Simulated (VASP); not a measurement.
# MoS2 in VASP: relaxation of the atoms with PBE+D3(BJ)

Aim: the relaxation of the atoms of MoS2 with PBE+D3(BJ).

Program: VASP 6.6.1. These are calculated values, not measurements. Logs are shortened: lines on timing, memory, paths and dates and some standing lists are left out, and cuts for length are marked.

### Step 1. The structure

The cell holds a sheet with vacuum, 3 atoms: a = 3.160 Å, b = 3.160 Å, c = 21.130 Å, α = 90.00°, β = 90.00°, γ = 120.00°.

The cell was built by a generator and needn't be a form met in nature.

### Step 2. Relaxation of the atoms, PBE+D3(BJ)

Contents of INCAR:

```
SYSTEM = MoS2
PREC = Accurate
ENCUT = 520
EDIFF = 1E-7
ISMEAR = -1
SIGMA = 0.05
LREAL = .FALSE.
LASPH = .TRUE.
NELM = 100
ALGO = Normal
ISIF = 2
LWAVE = .FALSE.
LCHARG = .FALSE.
GGA = PE
IVDW = 12
IBRION = 2
NSW = 40
EDIFFG = -0.01
```

Contents of KPOINTS:

```
regular mesh
0
G
  10 10 1
  0 0 0
```

Contents of POSCAR:

```
MoS2
1.0
    3.1600000000      0.0000000000      0.0000000000
   -1.5800000000      2.7366402760      0.0000000000
    0.0000000000      0.0000000000     21.1300000000
S Mo
2 1
Direct
    0.6666666667      0.3333333333      0.4259346900
    0.6666666667      0.3333333333      0.5740653100
    0.3333333333      0.6666666667      0.5000000000
```

Potentials or basis: VASP PAW PBE potentials, release 64 (S, Mo_sv).

Command:

```console
> cat potpaw_PBE.64/S/POTCAR potpaw_PBE.64/Mo_sv/POTCAR > POTCAR
> mpirun -np 1 vasp_std > vasp.out
```

OUTCAR:

```text
SYSTEM = MoS2
   PREC = Accurate
   ENCUT = 520
   EDIFF = 1E-7
   ISMEAR = -1
   LREAL = .FALSE.
   LASPH = .TRUE.
   NELM = 100
   ISIF = 2
   GGA = PE
   IVDW = 12
   IBRION = 2
   NSW = 40
   EDIFFG = -0.01
 IVDW          = 12

 ion  position               nearest neighbor table
   1  0.667  0.333  0.426-   3 2.40   3 2.40   3 2.40
   2  0.667  0.333  0.574-   3 2.40   3 2.40   3 2.40
   3  0.333  0.667  0.500-   1 2.40   2 2.40   1 2.40   2 2.40   1 2.40   2 2.40

  LATTYP: Found a hexagonal cell.
 ALAT       =     3.1600000000
 C/A-ratio  =     6.6867088608

  Lattice vectors:

 A1 = (   3.1600000000,   0.0000000000,   0.0000000000)
 A2 = (  -1.5800000000,   2.7366402760,   0.0000000000)
 A3 = (   0.0000000000,   0.0000000000,  21.1300000000)

Analysis of symmetry for initial positions (statically):
=====================================================================
 Subroutine PRICEL returns:
 Original cell was already a primitive cell.

 Routine SETGRP: Setting up the symmetry group for a
 hexagonal supercell.

 Subroutine GETGRP returns: Found 12 space group operations
 (whereof 12 operations were pure point group operations)
 out of a pool of 24 trial point group operations.

The static configuration has the point symmetry D_3h.

Analysis of symmetry for dynamics (positions and initial velocities):
=====================================================================
 Subroutine PRICEL returns:
 Original cell was already a primitive cell.

 Routine SETGRP: Setting up the symmetry group for a
 hexagonal supercell.

 Subroutine GETGRP returns: Found 12 space group operations
 (whereof 12 operations were pure point group operations)
 out of a pool of 24 trial point group operations.

The dynamic configuration has the point symmetry D_3h.

 Subroutine INISYM returns: Found 12 space group operations
 (whereof 12 operations are pure point group operations),
 and found     1 'primitive' translations

----------------------------------------------------------------------------------------

                                     Primitive cell

  volume of cell :     182.7277

  direct lattice vectors                    reciprocal lattice vectors
     3.160000000  0.000000000  0.000000000     0.316455696  0.182705781  0.000000000
    -1.580000000  2.736640276  0.000000000     0.000000000  0.365411563  0.000000000
     0.000000000  0.000000000 21.130000000     0.000000000  0.000000000  0.047326077

  length of vectors
     3.160000000  3.160000000 21.130000000     0.365411563  0.365411563  0.047326077

  position of ions in fractional coordinates (direct lattice)
     0.666666667  0.333333333  0.425934690
     0.666666667  0.333333333  0.574065310
     0.333333333  0.666666667  0.500000000

  ion indices of the primitive-cell ions
   primitive index   ion index
                 1           1
                 2           2
                 3           3

----------------------------------------------------------------------------------------

 KPOINTS: regular mesh

Automatic generation of k-mesh.
 Grid dimensions read from file:
 generate k-points for:   10   10    1

 Generating k-lattice:

  Cartesian coordinates                     Fractional coordinates (reciprocal lattice)
     0.031645570  0.018270578  0.000000000     0.100000000  0.000000000  0.000000000
     0.000000000  0.036541156  0.000000000     0.000000000  0.100000000  0.000000000
     0.000000000  0.000000000  0.047326077     0.000000000  0.000000000  1.000000000

  Length of vectors
     0.036541156  0.036541156  0.047326077

  Shift w.r.t. Gamma in fractional coordinates (k-lattice)
     0.000000000  0.000000000  0.000000000

 Subroutine IBZKPT returns following result:
 ===========================================

 Found     14 irreducible k-points:

 Following reciprocal coordinates:
            Coordinates               Weight
  0.000000  0.000000  0.000000      1.000000
  0.100000 -0.000000  0.000000      6.000000
  0.200000 -0.000000  0.000000      6.000000
  0.300000 -0.000000  0.000000      6.000000
  0.400000 -0.000000  0.000000      6.000000
  0.500000 -0.000000  0.000000      3.000000
  0.100000  0.100000  0.000000      6.000000
  0.200000  0.100000  0.000000     12.000000
  0.300000  0.100000  0.000000     12.000000
  0.400000  0.100000  0.000000     12.000000
  0.200000  0.200000  0.000000      6.000000
  0.300000  0.200000  0.000000     12.000000
  0.400000  0.200000  0.000000      6.000000
  0.300000  0.300000  0.000000      6.000000
   k-points           NKPTS =     14   k-points in BZ     NKDIM =     14   number of bands    NBANDS=     17
   number of dos      NEDOS =    301   number of ions     NIONS =      3
   total plane-waves  NPLWV =  92160
   dimension x,y,z NGX =    24 NGY =   24 NGZ =  160
   dimension x,y,z NGXF=    48 NGYF=   48 NGZF=  320
   ions per type =               2   1
   NGX,Y,Z   is equivalent  to a cutoff of  12.63, 12.63, 12.59 a.u.
   NGXF,Y,Z  is equivalent  to a cutoff of  25.25, 25.25, 25.18 a.u.
 SYSTEM =  MoS2
   PREC   = accura    normal or accurate (medium, high low for compatibility)
   ISTART =      0    job   : 0-new  1-cont  2-samecut
   ICHARG =      2    charge: 1-file 2-atom 10-const
   ISPIN  =      1    spin polarized calculation?
   LNONCOLLINEAR =      F non collinear calculations
   LSORBIT =      F    spin-orbit coupling
   LASPH  =      T    aspherical Exc in radial PAW
   ENCUT  =  520.0 eV  38.22 Ry    6.18 a.u.   5.88  5.88 39.29*2*pi/ulx,y,z
   NELM   =    100;   NELMIN=  2; NELMDL= -5     # of ELM steps
   EDIFF  = 0.1E-06   stopping-criterion for ELM
   LREAL  =      F    real-space projection
   EDIFFG = -.1E-01   stopping-criterion for IOM
   NSW    =     40    number of steps for IOM
   IBRION =      2    ionic relax: 0-MD 1-quasi-New 2-CG
   NFREE  =      1    steps in history (QN), initial steepest desc. (CG)
   ISIF   =      2    stress and relaxation
   ISYM   =      2    0-nonsym 1-usesym 2-fastsym
   POTIM  = 0.5000    time-step for ionic-motion
   TEBEG  =    0.0;   TEEND  =   0.0 temperature during run
   PSTRESS=    0.0 pullay stress
   NELECT =      26.0000    total number of electrons
   NUPDOWN=      -1.0000    fix difference up-down
   EMIN   =  10.00;   EMAX   =-10.00  energy-range for DOS
   EFERMI =   0.00;   METHOD = LEGACY
   ISMEAR =    -1;   SIGMA  =   0.05  broadening in eV -4-tet -1-fermi 0-gaus
   EFERMI_NEDOS =   21; number of points for ismear=-14 and -15
   IALGO  =     38    algorithm
   IMIX   =      4    mixing-type and parameters
     AMIX     =   0.40;   BMIX     =  1.00
     AMIX_MAG =   1.60;   BMIX_MAG =  1.00
  volume/ion in A,a.u.               =      60.91       411.04
  Fermi-wavevector in a.u.,A,eV,Ry     =   0.854669  1.615090  9.938495  0.730459
  Thomas-Fermi vector in A             =   1.971300
   LORBIT       =      0    0 simple, 1 ext, 2 COOP (PROOUT), +10 PAW based schemes
   GGA     = PE    functional components
   LHFCALC =     F    Hartree Fock is set to
   AEXX    =    0.0000 exact exchange contribution
   IVDW    =    12    specifies the selected vdW correction
   LEPSILON=     F    determine dielectric tensor
   LRPA    =     F    only Hartree local field effects (RPA)
 conjugate gradient relaxation of ions
 non-spin polarized calculation
  energy-cutoff  :      520.00
  volume of cell :      182.73
 maximum number of plane-waves:      4940
 NGX is ok and might be reduce to    24
   NGX = 11   NGY = 11   NGZ = 79

 number of electron      26.0000000 magnetization

 Free energy of the ion-electron system (eV)
  ---------------------------------------------------
  ext. energy  EPLUGINS =         0.00000000
  ---------------------------------------------------
  free energy    TOTEN  =       -21.84684140 eV

  energy without entropy =      -21.84684140  energy(sigma->0) =      -21.84684140

 E-fermi :  -1.2734     XC(G=0):  -3.6436

 val. band max:       -2.2349876527   @ k =   0.0000   0.0000   0.0000
 cond. band min:      -0.2798674374   @ k =   0.3000   0.3000   0.0000
 fundamental gap:      1.9551202153
 Fermi energy:        -1.2734127195

 k-point     1 :       0.0000    0.0000    0.0000
  band No.  band energies     occupation
      1     -63.0095      2.00000
      2     -37.1653      2.00000
      3     -36.9348      2.00000
      4     -36.9348      2.00000
      5     -16.3152      2.00000
      6     -15.0088      2.00000
[... 9 lines left out ...]
     16       0.8947      0.00000
     17       0.8947      0.00000

 k-point     2 :       0.1000   -0.0000    0.0000
  band No.  band energies     occupation
      1     -63.0056      2.00000
      2     -37.1576      2.00000
      3     -36.9739      2.00000
      4     -36.9436      2.00000
      5     -16.1641      2.00000
      6     -14.9461      2.00000
[... 9 lines left out ...]
     16       0.7290      0.00000
     17       0.9089      0.00000

 k-point     3 :       0.2000   -0.0000    0.0000
  band No.  band energies     occupation
      1     -62.9953      2.00000
      2     -37.1375      2.00000
      3     -37.0752      2.00000
      4     -36.9668      2.00000
      5     -15.7446      2.00000
      6     -14.7723      2.00000
[... 9 lines left out ...]
     16       0.5570      0.00000
     17       1.4324      0.00000

 k-point     4 :       0.3000   -0.0000    0.0000
  band No.  band energies     occupation
      1     -62.9826      2.00000
      2     -37.1982      2.00000
      3     -37.1125      2.00000
      4     -36.9953      2.00000
      5     -15.1625      2.00000
      6     -14.5349      2.00000
[... 9 lines left out ...]
     16       1.0918      0.00000
     17       1.8806      0.00000
[... 143 lines left out ...]
      1     -62.9683      2.00000
      2     -37.2696      2.00000
      3     -37.0930      2.00000
      4     -37.0845      2.00000
      5     -14.4026      2.00000
      6     -14.2085      2.00000
[... 9 lines left out ...]
     16       1.0480      0.00000
     17       2.4487      0.00000

 k-point    13 :       0.4000    0.2000    0.0000
  band No.  band energies     occupation
      1     -62.9651      2.00000
      2     -37.2872      2.00000
      3     -37.1128      2.00000
      4     -37.0782      2.00000
      5     -14.2077      2.00000
      6     -14.1256      2.00000
[... 9 lines left out ...]
     16       1.1745      0.00000
     17       2.4748      0.00000

 k-point    14 :       0.3000    0.3000    0.0000
  band No.  band energies     occupation
      1     -62.9639      2.00000
      2     -37.2514      2.00000
      3     -37.1639      2.00000
      4     -37.0759      2.00000
      5     -14.1420      2.00000
      6     -14.0842      2.00000
[... 9 lines left out ...]
     16       1.3015      0.00000
     17       2.7524      0.00000

------------------------ aborting loop because EDIFF is reached ----------------------------------------

 Edisp (eV)   -0.95497

 E8    (eV) :    -0.4130

  FORCE on cell =-STRESS in cart. coord.  units (eV):
  Direction    XX          YY          ZZ          XY          YZ          ZX
  --------------------------------------------------------------------------------------
  -------------------------------------------------------------------------------------
  Total      -0.20340    -0.20340    -0.04073    -0.00000     0.00000    -0.00000
  in kB      -1.78340    -1.78340    -0.35714    -0.00000     0.00000    -0.00000
  external pressure =       -1.31 kB  Pullay stress =        0.00 kB

 VOLUME and BASIS-vectors are now :
 -----------------------------------------------------------------------------
  energy-cutoff  :      520.00
  volume of cell :      182.73
      direct lattice vectors                 reciprocal lattice vectors
     3.160000000  0.000000000  0.000000000     0.316455696  0.182705781  0.000000000
    -1.580000000  2.736640276  0.000000000     0.000000000  0.365411563  0.000000000
     0.000000000  0.000000000 21.130000000     0.000000000  0.000000000  0.047326077

 POSITION                                       TOTAL-FORCE (eV/Angst)
 -----------------------------------------------------------------------------------
      1.58000      0.91221      9.00000        -0.000000      0.000000      0.004246
      1.58000      0.91221     12.13000        -0.000000      0.000000     -0.004246
     -0.00000      1.82443     10.56500         0.000000     -0.000000      0.000000
 -----------------------------------------------------------------------------------
    total drift:                                0.000000     -0.000000     -0.000000

  FREE ENERGIE OF THE ION-ELECTRON SYSTEM (eV)
  ---------------------------------------------------
  free  energy   TOTEN  =       -22.8018069190 eV

  energy  without entropy=      -22.8018069182  energy(sigma->0) =      -22.80180692

 reached required accuracy - stopping structural energy minimisation
```

Run time: 89 s. Hardware: 1 thread of Intel Xeon Platinum 8375C at 2.90GHz (Ice Lake), shared host; peak memory 0.3 GiB.

What came out:

- Free energy: -22.8018 eV
- Largest force after relaxing: 0.004 eV/Å
- Band gap on the k mesh: 1.96 eV, indirect (least direct gap 2.01 eV)
- Dispersion energy per atom: -0.318 eV

Forces on the atoms (eV/Å):
```
S    0.000  0.000  0.004
S    0.000  0.000 -0.004
Mo   0.000  0.000  0.000
```

Final structure:
```yaml
crystal:
  lattice:
    - [3.16000, 0.00000, 0.00000]
    - [-1.58000, 2.73664, 0.00000]
    - [0.00000, 0.00000, 21.13000]
  atoms:
    - { symbol: S, position: [0.66667, 0.33333, 0.42593] }
    - { symbol: S, position: [0.66667, 0.33333, 0.57407] }
    - { symbol: Mo, position: [0.33333, 0.66667, 0.50000] }
```

Levels at points of the mesh, in eV from the valence-band top:
| k point | band 10 | band 11 | band 12 | band 13 | band 14 | band 15 | band 16 | band 17 |
| --- | --- | --- | --- | --- | --- | --- | --- | --- |
| (0.00, 0.00, 0.00) | -1.77 | -1.40 | -1.40 | 0.00 | 2.89 | 2.89 | 3.13 | 3.13 |
| (0.50, 0.00, 0.00) | -3.09 | -1.86 | -0.86 | -0.58 | 2.40 | 2.90 | 3.99 | 4.43 |

Caveat: the relaxation stopped at its first step, so nothing moved. PBE gaps usually lie below the measured ones, often by a third to a half.
